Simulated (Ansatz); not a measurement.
Results of PBE (plane waves, PAW; Ansatz, a quantum-chemistry and plane-wave program) for skutterudite CoSb₃.

Run with plane-wave cutoff 520 eV, 6×6×6 k mesh, Fermi–Dirac smearing 0.01 eV, no spin polarisation, scalar-relativistic PAW data made under PBE.

Shape and atoms are relaxed at each volume.

Pressure at four volumes; x = ln(V/23.683 Å³). One pressure is withheld.

```json
[
 {"V (Å³/atom)": "22.736", "x": "-0.0408", "P (GPa)": "?"},
 {"V (Å³/atom)": "23.210", "x": "-0.0202", "P (GPa)": "1.79"},
 {"V (Å³/atom)": "23.683", "x": "0.0000", "P (GPa)": "-0.01"},
 {"V (Å³/atom)": "24.631", "x": "0.0392", "P (GPa)": "-3.03"}
]
```

Pass a parabola P(x) through the three rows shown, estimate the bulk modulus and its pressure derivative near zero pressure, and predict the withheld pressure.

Slopes between the rows: (-0.01 − (1.79))/(0.0000 − (-0.0202)) = -89.11 and (-3.03 − (-0.01))/(0.0392 − (0.0000)) = -77.04 GPa. Their difference over the span 0.0594 is c = 12.07/0.0594 = 203.2 GPa, so P(x) = 1.79 + (-89.11)(x − (-0.0202)) + 203.2 (x − (-0.0202))(x − (0.0000)). At the middle row B = −dP/dx = −[-89.11 + 203.2 × 0.0202] = 85.0 GPa, and B′ = dB/dP = 2c/B = 4.8. At x = -0.0408 the parabola gives 3.80 GPa; the run gives 3.80 GPa. The Birch–Murnaghan fit to the energies at all volumes has B0 = 84.7 GPa and B′ = 4.8.

Measured, for comparison: bulk modulus 95 ± 5 GPa (room temperature, not corrected to a static lattice, our sources range from 85.0 to 95.0; as tabulated in Alexeev et al. (2016), arXiv:1601.07731). Computed (rounded) less measured: bulk modulus -11 % (-0.4 % to -11 % over the range).

Note: the bulk modulus comes from volumes at which shape and atoms were relaxed.

Spin–orbit coupling is not included.
